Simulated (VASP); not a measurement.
# MoS2 (R3m) in VASP: settings compared

Aim: see how the results for MoS2 move with the level of theory and the settings. Levels: RPBE, LDA, PBE0. Tasks: single point.

Everything below comes from runs of VASP 6.6.1. Logs are shortened: lines on timing, memory, paths and dates and some standing lists are left out, and cuts for length are marked.

### 1 The crystal as given

It takes space group R3m (No. 160, trigonal). Conventional cell: a = 3.160 Å, b = 3.160 Å, c = 18.450 Å, α = 90.00°, β = 90.00°, γ = 120.00°. Around Mo (site symmetry 3m) lie 6 S at 2.39 Å. S (site symmetry 3m) has 3 Mo at 2.39 Å as nearest neighbours. S (site symmetry 3m) has 3 Mo at 2.39 Å as nearest neighbours.

Measurements of this composition are mostly on another form, of space group No. 194.

### 2 Single point, RPBE

File INCAR:

```
SYSTEM = MoS2
ALGO = Normal
EDIFF = 1E-6
ENCUT = 520
GGA = RP
ISIF = 2
ISMEAR = 0
LASPH = .True.
LCHARG = .True.
LELF = .True.
LREAL = .False.
LVHAR = .True.
LWAVE = .False.
NBANDS = 20
NELM = 80
PREC = Accurate
SIGMA = 0.05
```

File KPOINTS:

```
k-points
0
Gamma
  10 10 10
  0 0 0
```

File POSCAR:

```
MoS2
1.0
    1.5800000000      0.9122134253      6.1500000000
   -1.5800000000      0.9122134253      6.1500000000
    0.0000000000     -1.8244268506      6.1500000000
Mo S
1 2
Cartesian
    0.0000000000      0.0000000000      0.0000000000
    0.0000000000      0.0000000000      7.6936500000
    0.0000000000      0.0000000000      4.6125000000
```

Potentials or basis: VASP PAW PBE potentials, release 54 (Mo_sv, S).

Run with:

```
cat potpaw_PBE.54/Mo_sv/POTCAR potpaw_PBE.54/S/POTCAR > POTCAR
mpirun -np 1 vasp_std > vasp.out
```

OUTCAR:

```text
SYSTEM = MoS2
   EDIFF = 1E-6
   ENCUT = 520
   GGA = RP
   ISIF = 2
   ISMEAR = 0
   LASPH = .True.
   LREAL = .False.
   NELM = 80
   PREC = Accurate

 ion  position               nearest neighbor table
   1  0.000  0.000  0.000-   3 2.39   3 2.39   3 2.39   2 2.39   2 2.39   2 2.39
   2  0.417  0.417  0.417-   1 2.39   1 2.39   1 2.39
   3  0.250  0.250  0.250-   1 2.39   1 2.39   1 2.39

  LATTYP: Found a trigonal (rhomboedric) cell.
 ALAT       =     6.4149071181
 COS(alpha) =     0.8786713335

  Lattice vectors:

 A1 = (   1.5800000000,   0.9122134253,   6.1500000000)
 A2 = (  -1.5800000000,   0.9122134253,   6.1500000000)
 A3 = (   0.0000000000,  -1.8244268506,   6.1500000000)

Analysis of symmetry for initial positions (statically):
=====================================================================
 Subroutine PRICEL returns:
 Original cell was already a primitive cell.

 Routine SETGRP: Setting up the symmetry group for a
 trigonal (rhombohedral) supercell.

 Subroutine GETGRP returns: Found  6 space group operations
 (whereof  6 operations were pure point group operations)
 out of a pool of 12 trial point group operations.

The static configuration has the point symmetry C_3v.

Analysis of symmetry for dynamics (positions and initial velocities):
=====================================================================
 Subroutine PRICEL returns:
 Original cell was already a primitive cell.

 Routine SETGRP: Setting up the symmetry group for a
 trigonal (rhombohedral) supercell.

 Subroutine GETGRP returns: Found  6 space group operations
 (whereof  6 operations were pure point group operations)
 out of a pool of 12 trial point group operations.

The dynamic configuration has the point symmetry C_3v.

 Subroutine INISYM returns: Found  6 space group operations
 (whereof  6 operations are pure point group operations),
 and found     1 'primitive' translations

----------------------------------------------------------------------------------------

                                     Primitive cell

  volume of cell :      53.1839

  direct lattice vectors                    reciprocal lattice vectors
     1.580000000  0.912213425  6.150000000     0.316455696  0.182705781  0.054200542
[... 84 lines left out ...]
   LSORBIT =      F    spin-orbit coupling
   LASPH  =      T    aspherical Exc in radial PAW
   ENCUT  =  520.0 eV  38.22 Ry    6.18 a.u.  11.93 11.93 11.93*2*pi/ulx,y,z
   NELM   =     80;   NELMIN=  2; NELMDL= -5     # of ELM steps
   EDIFF  = 0.1E-05   stopping-criterion for ELM
   LREAL  =      F    real-space projection
   EDIFFG = 0.1E-04   stopping-criterion for IOM
   NSW    =      0    number of steps for IOM
   IBRION =     -1    ionic relax: 0-MD 1-quasi-New 2-CG
   NFREE  =      0    steps in history (QN), initial steepest desc. (CG)
   ISIF   =      2    stress and relaxation
   ISYM   =      2    0-nonsym 1-usesym 2-fastsym
   POTIM  = 0.5000    time-step for ionic-motion
   TEBEG  =    0.0;   TEEND  =   0.0 temperature during run
   PSTRESS=    0.0 pullay stress
   NELECT =      26.0000    total number of electrons
   NUPDOWN=      -1.0000    fix difference up-down
   EMIN   =  10.00;   EMAX   =-10.00  energy-range for DOS
   EFERMI =   0.00;   METHOD = LEGACY
   ISMEAR =     0;   SIGMA  =   0.05  broadening in eV -4-tet -1-fermi 0-gaus
   EFERMI_NEDOS =   21; number of points for ismear=-14 and -15
   IALGO  =     38    algorithm
   IMIX   =      4    mixing-type and parameters
     AMIX     =   0.40;   BMIX     =  1.00
     AMIX_MAG =   1.60;   BMIX_MAG =  1.00
  volume/ion in A,a.u.               =      17.73       119.63
  Fermi-wavevector in a.u.,A,eV,Ry     =   1.289652  2.437089 22.629252  1.663203
  Thomas-Fermi vector in A             =   2.421532
   LORBIT       =      0    0 simple, 1 ext, 2 COOP (PROOUT), +10 PAW based schemes
   GGA     = RP    functional components
   LHFCALC =     F    Hartree Fock is set to
   AEXX    =    0.0000 exact exchange contribution
   IVDW    =     0    specifies the selected vdW correction
   LEPSILON=     F    determine dielectric tensor
   LRPA    =     F    only Hartree local field effects (RPA)
 non-spin polarized calculation
 Gauss-broadening in eV      SIGMA  =   0.05
  energy-cutoff  :      520.00
  volume of cell :       53.18
 maximum number of plane-waves:      1448
   NGX = 23   NGY = 23   NGZ = 23

 number of electron      25.9999998 magnetization

 Free energy of the ion-electron system (eV)
  ---------------------------------------------------
  ext. energy  EPLUGINS =         0.00000000
  ---------------------------------------------------
  free energy    TOTEN  =       -20.47484438 eV

  energy without entropy =      -20.47484438  energy(sigma->0) =      -20.47484438

 E-fermi :   7.9933     XC(G=0): -10.6743

 val. band max:        7.7325386054   @ k =   0.5000   0.5000   0.5000
 cond. band min:       8.7491234203   @ k =  -0.2000   0.2000   0.0000
 fundamental gap:      1.0165848149
 Fermi energy:         7.9933111951

 k-point     1 :       0.0000    0.0000    0.0000
  band No.  band energies     occupation
      1     -53.8331      2.00000
      2     -27.9948      2.00000
      3     -27.7719      2.00000
      4     -27.7719      2.00000
      5      -7.3724      2.00000
      6      -5.6634      2.00000
[... 541 lines left out ...]
     19      15.4598      0.00000
     20      16.3688      0.00000

 [... further k-points ...]

------------------------ aborting loop because EDIFF is reached ----------------------------------------

  FORCE on cell =-STRESS in cart. coord.  units (eV):
  Direction    XX          YY          ZZ          XY          YZ          ZX
  --------------------------------------------------------------------------------------
  -------------------------------------------------------------------------------------
  Total        2.3253388      2.3253388      3.1313015      0.0000000      0.0000000      0.0000000
  in kB       70.0514140     70.0514140     94.3312435      0.0000000      0.0000000      0.0000000
  external PRESSURE =      78.1446905 kB  Pullay stress =       0.0000000 kB

 VOLUME and BASIS-vectors are now :
 -----------------------------------------------------------------------------
  energy-cutoff  :      520.00
  volume of cell :       53.18
      direct lattice vectors                 reciprocal lattice vectors
     1.580000000  0.912213425  6.150000000     0.316455696  0.182705781  0.054200542
    -1.580000000  0.912213425  6.150000000    -0.316455696  0.182705781  0.054200542
     0.000000000 -1.824426851  6.150000000     0.000000000 -0.365411563  0.054200542

 POSITION                                       TOTAL-FORCE (eV/Angst)
 -----------------------------------------------------------------------------------
      0.00000      0.00000      0.00000         0.000000      0.000000      0.087749
      0.00000      0.00000      7.69365         0.000000      0.000000      0.479731
      0.00000      0.00000      4.61250         0.000000     -0.000000     -0.567479
 -----------------------------------------------------------------------------------
    total drift:                                0.000000     -0.000000      0.000048

  FREE ENERGIE OF THE ION-ELECTRON SYSTEM (eV)
  ---------------------------------------------------
  free  energy   TOTEN  =       -20.4748443759 eV

  energy  without entropy=      -20.4748443759  energy(sigma->0) =      -20.47484438
```

Run time: 3.8 min. Hardware: 1 thread of AMD EPYC 9R45 (Zen 5), shared host; peak memory 0.35 GiB.

Results:

```
Free energy            : -20.4748 eV
Pressure               : 7.8 GPa
Largest force          : 0.567 eV/Å
Band gap on the k mesh : 1.02 eV, indirect (least direct gap 1.96 eV)
```

Forces in eV/Å, atoms in the order of the input:
```
Mo   0.000  0.000  0.088
S    0.000  0.000  0.480
S    0.000  0.000 -0.567
```

Stress tensor (GPa, compression positive):
```
7.01 0.00 0.00
0.00 7.01 0.00
0.00 0.00 9.43
```

Levels at points of the mesh, in eV from the valence-band top:
| k point | band 9 | band 10 | band 11 | band 12 | band 13 | band 14 | band 15 | band 16 | band 17 | band 18 |
| --- | --- | --- | --- | --- | --- | --- | --- | --- | --- | --- |
| (0.00, 0.00, 0.00) | -3.46 | -2.33 | -2.33 | -1.28 | -1.13 | 2.04 | 2.04 | 2.45 | 2.45 | 5.59 |
| (0.50, 0.00, 0.00) | -5.06 | -4.05 | -2.37 | -1.67 | -1.47 | 1.60 | 2.05 | 3.52 | 3.53 | 5.37 |
| (0.50, 0.50, 0.00) | -4.78 | -3.98 | -2.92 | -1.85 | -1.31 | 1.56 | 2.17 | 3.08 | 3.92 | 6.07 |
| (0.50, 0.50, 0.50) | -3.47 | -3.44 | -2.30 | -2.30 | 0.00 | 2.13 | 2.13 | 2.32 | 2.32 | 5.66 |

Caveat: the PAW data sets were made with another functional, which shifts forces and pressure a little.

### 3 Single point, RPBE

File run.py:

```python
from ase.calculators.vasp import Vasp
from ase.dft.bandgap import bandgap
from ase.io import read

atoms = read('POSCAR')
calc = Vasp(
    directory='calc',
    xc='rpbe',
    pp='PBE',
    setups='recommended',
    pp_version='54',
    prec='Accurate',
    encut=520,
    ediff=1e-06,
    ismear=0,
    sigma=0.05,
    lreal=False,
    lasph=True,
    nelm=80,
    algo='Normal',
    isif=2,
    lwave=False,
    lcharg=False,
    kpts=[10, 10, 10],
    gamma=True,
    nbands=20,
)
atoms.calc = calc

print('energy (eV):', atoms.get_potential_energy())
print('free energy (eV):', atoms.get_potential_energy(force_consistent=True))
print('forces (eV/A):')
print(atoms.get_forces())
print('stress (eV/A^3, Voigt):', atoms.get_stress())
print('Fermi level (eV):', calc.get_fermi_level())
gap, top, bottom = bandgap(calc)
print('band gap (eV):', gap, 'from (spin, k, band)', top, 'to', bottom)
```

File POSCAR:

```
MoS2
1.0
    1.5800000000      0.9122134253      6.1500000000
   -1.5800000000      0.9122134253      6.1500000000
    0.0000000000     -1.8244268506      6.1500000000
Mo S
1 2
Direct
    0.0000000000      0.0000000000      0.0000000000
    0.4170000000      0.4170000000      0.4170000000
    0.2500000000      0.2500000000      0.2500000000
```

Potentials or basis: VASP PAW PBE potentials, release 54 (Mo_sv, S).

Run with:

```
python run.py
```

Log:

```text
energy (eV): -20.47484438
free energy (eV): -20.47484438
forces (eV/A):
[[ 0.          0.          0.08774879]
 [ 0.          0.          0.47973067]
 [ 0.         -0.         -0.56747946]]
stress (eV/A^3, Voigt): [-0.04372265 -0.04372265 -0.05887693 -0.         -0.         -0.        ]
Fermi level (eV): 7.9933112
band gap (eV): 1.0166000000000004 from (spin, k, band) (0, np.int64(115), np.int64(12)) to (0, np.int64(21), np.int64(13))
```

OUTCAR:

```text
ENCUT = 520.000000
   EDIFF = 1.00e-06
   GGA = RP
   PREC = Accurate
   ISIF = 2
   ISMEAR = 0
   NELM = 80
   LASPH = .TRUE.
   LREAL = .FALSE.

 ion  position               nearest neighbor table
   1  0.000  0.000  0.000-   3 2.39   3 2.39   3 2.39   2 2.39   2 2.39   2 2.39
   2  0.417  0.417  0.417-   1 2.39   1 2.39   1 2.39
   3  0.250  0.250  0.250-   1 2.39   1 2.39   1 2.39

  LATTYP: Found a trigonal (rhomboedric) cell.
[... 755 lines left out ...]
  external PRESSURE =      78.1446905 kB  Pullay stress =       0.0000000 kB

 VOLUME and BASIS-vectors are now :
 -----------------------------------------------------------------------------
  energy-cutoff  :      520.00
  volume of cell :       53.18
      direct lattice vectors                 reciprocal lattice vectors
     1.580000000  0.912213425  6.150000000     0.316455696  0.182705781  0.054200542
    -1.580000000  0.912213425  6.150000000    -0.316455696  0.182705781  0.054200542
     0.000000000 -1.824426851  6.150000000     0.000000000 -0.365411563  0.054200542

 POSITION                                       TOTAL-FORCE (eV/Angst)
 -----------------------------------------------------------------------------------
      0.00000      0.00000      0.00000         0.000000      0.000000      0.087749
      0.00000      0.00000      7.69365         0.000000      0.000000      0.479731
      0.00000      0.00000      4.61250         0.000000     -0.000000     -0.567479
 -----------------------------------------------------------------------------------
    total drift:                                0.000000     -0.000000      0.000048

  FREE ENERGIE OF THE ION-ELECTRON SYSTEM (eV)
  ---------------------------------------------------
  free  energy   TOTEN  =       -20.4748443759 eV

  energy  without entropy=      -20.4748443759  energy(sigma->0) =      -20.47484438
```

INCAR:

```text
ENCUT = 520.000000
SIGMA = 0.050000
EDIFF = 1.00e-06
ALGO = Normal
GGA = RP
PREC = Accurate
ISIF = 2
ISMEAR = 0
NBANDS = 20
NELM = 80
LASPH = .TRUE.
LCHARG = .FALSE.
LWAVE = .FALSE.
LREAL = .FALSE.
```

Run time: 3.7 min. Hardware: 1 thread of AMD EPYC 9R45 (Zen 5), shared host; peak memory 0.35 GiB.

Results:

* Free energy: -20.4748 eV
* Pressure: 7.8 GPa
* Largest force: 0.567 eV/Å
* Band gap on the k mesh: 1.02 eV, indirect (least direct gap 1.96 eV)

Forces in eV/Å, atoms in the order of the input:
```
Mo   0.000  0.000  0.088
S    0.000  0.000  0.480
S    0.000  0.000 -0.567
```

Stress tensor (GPa, compression positive):
```
7.01 0.00 0.00
0.00 7.01 0.00
0.00 0.00 9.43
```

Caveat: the PAW data sets were made with another functional, which shifts forces and pressure a little.

### 4 Single point, LDA, spin-orbit coupling, no magnetisation

File INCAR:

```
  PREC = Accurate
  ENCUT = 750
  EDIFF = 1E-8
  ISMEAR = 0
  SIGMA = 0.02
  LREAL = F
  LASPH = T
  NELM = 100
  ALGO = Normal
  ISIF = 2
  LWAVE = F
  LCHARG = F
  MAGMOM = 0 0 0 0 0 0 0 0 0
  LORBIT = 11
  LSORBIT = T
  GGA_COMPAT = F
  LMAXMIX = 4
  NBANDS = 42
```

File KPOINTS:

```
regular mesh
0
Gamma
  9 9 9
```

POSCAR is that of step 3.

Potentials or basis: VASP PAW LDA potentials, release 64 (Mo_sv, S).

Run with:

```
cat potpaw_LDA.64/Mo_sv/POTCAR potpaw_LDA.64/S/POTCAR > POTCAR
mpirun -np 1 vasp_ncl > vasp.out
```

Run time: 78 min. Hardware: 1 thread of Intel Xeon 6975P-C (Granite Rapids), shared host; peak memory 1.5 GiB.

The run converged. Its results:

```
Free energy                                           : -24.5647 eV
Pressure                                              : -2.2 GPa
Largest force                                         : 0.099 eV/Å
Valence electrons inside the program's atomic spheres : Mo 12.54; S 3.70
```

Forces in eV/Å, atoms in the order of the input:
```
Mo   0.000  0.000  0.083
S    0.000  0.000  0.015
S    0.000  0.000 -0.099
```

Stress tensor (GPa, compression positive):
```
-3.05  0.00  0.00
 0.00 -3.05  0.00
 0.00  0.00 -0.60
```

### 5 Single point, PBE0

POSCAR is that of step 4.

File INCAR.step1:

```
PREC = Accurate
ENCUT = 280
EDIFF = 1E-5
ISMEAR = 0
SIGMA = 0.01
LREAL = False
LASPH = True
NELM = 100
ALGO = Normal
ISIF = 2
LWAVE = True
LCHARG = False
NBANDS = 21
NKRED = 1
GGA = PE
```

File INCAR.step2:

```
PREC = Accurate
ENCUT = 280
EDIFF = 1E-6
ISMEAR = 0
SIGMA = 0.01
LREAL = False
LASPH = True
NELM = 100
ALGO = Normal
ISIF = 2
LWAVE = False
LCHARG = False
GGA = PE
LHFCALC = True
AEXX = 0.25
PRECFOCK = Fast
NBANDS = 21
NKRED = 1
ISTART = 1
```

File KPOINTS:

```
regular mesh
0
Gamma
  3 3 3
```

Potentials or basis: VASP PAW PBE potentials, release 64 (Mo_sv, S).

Run with:

```
cat potpaw_PBE.64/Mo_sv/POTCAR potpaw_PBE.64/S/POTCAR > POTCAR
cp INCAR.step1 INCAR
mpirun -np 1 vasp_std > vasp.out
cp INCAR.step2 INCAR
mpirun -np 1 vasp_std > vasp.out
```

It took 85 s on 1 thread of Intel Xeon 6975P-C (Granite Rapids), shared host; peak memory 0.19 GiB.

The run converged, but some of its settings lie outside the range that counts as converged, so its numbers aren't taken as properties of the crystal.

What came out:

```yaml
Free_energy: -28.5108 eV
Largest_force: 0.302 eV/Å
Band_gap_on_the_k_mesh: 2.49 eV, indirect (least direct gap 3.15 eV)
```

Caveat: the k mesh is coarse (spacing up to 0.77 Å⁻¹), so the values aren't converged, least of all with exact exchange; the cutoff is under 1.25 times the usual one of these potentials, so pressure, stress and relaxed cells hold a basis-set (Pulay) error; the PAW data sets were made with another functional, which shifts forces and pressure a little; an odd mesh through Γ misses points on the zone boundary, where band edges often lie.

### 6 Single point, PBE0

POSCAR is that of step 5.

INCAR.step1, as its differences from that of step 5:

```diff
@@ -1,3 +1,3 @@
 PREC = Accurate
-ENCUT = 280
+ENCUT = 340
 EDIFF = 1E-5
```

INCAR.step2, as its differences from that of step 5:

```diff
@@ -1,3 +1,3 @@
 PREC = Accurate
-ENCUT = 280
+ENCUT = 340
 EDIFF = 1E-6
```

KPOINTS is that of step 5.

Potentials or basis: VASP PAW PBE potentials, release 64 (Mo_sv, S).

Run with:

```
cat potpaw_PBE.64/Mo_sv/POTCAR potpaw_PBE.64/S/POTCAR > POTCAR
cp INCAR.step1 INCAR
mpirun -np 1 vasp_std > vasp.out
cp INCAR.step2 INCAR
mpirun -np 1 vasp_std > vasp.out
```

Run time: 95 s. Hardware: 1 thread of Intel Xeon 6975P-C (Granite Rapids), shared host; peak memory 0.23 GiB.

These settings aren't checked as converged: the numbers below hold their error.

What came out:

| Property | Result |
| --- | --- |
| Free energy | -28.5225 eV |
| Pressure | -0.6 GPa |
| Largest force | 0.311 eV/Å |
| Band gap on the k mesh | 2.49 eV, indirect (least direct gap 3.15 eV) |

Caveat: the k mesh is coarse (spacing up to 0.77 Å⁻¹), so the values aren't converged, least of all with exact exchange; the PAW data sets were made with another functional, which shifts forces and pressure a little; an odd mesh through Γ misses points on the zone boundary, where band edges often lie.

### 7 The reference run

An earlier run on the cell as given: functional PBE; potentials or basis VASP PAW PBE potentials, release 64 (Mo_sv, S); cutoff 520 eV; k mesh 10 × 10 × 10; occupations fermi-dirac, width 0.05 eV; no spin polarisation.

- Pressure: 5.2 GPa
- Largest force: 0.506 eV/Å
- Band gap on the k mesh: 0.97 eV, indirect (least direct gap 1.96 eV)

### 8 Overview

```tsv
level	potentials or basis	spin	k mesh	cutoff (eV)	smearing	gap on the mesh (eV)	pressure (GPa)	largest force (eV/Å)
RPBE	VASP PAW PBE potentials, release 54 (Mo_sv, S)	off	10 × 10 × 10	520	gaussian 0.05 eV	1.02	7.8	0.57
LDA	VASP PAW LDA potentials, release 64 (Mo_sv, S)	SOC, no magnetisation	9 × 9 × 9	750	gaussian 0.02 eV	-	-2.2	0.10
PBE	VASP PAW PBE potentials, release 64 (Mo_sv, S)	off	10 × 10 × 10	520	fermi-dirac 0.05 eV	0.97	5.2	0.51
```

Alike in all rows: task single point; cell as given.

Caveats: the PAW data sets were made with another functional, which shifts forces and pressure a little (some runs).

Total energies depend on the potentials used, so only differences within one code and one set of settings carry meaning.
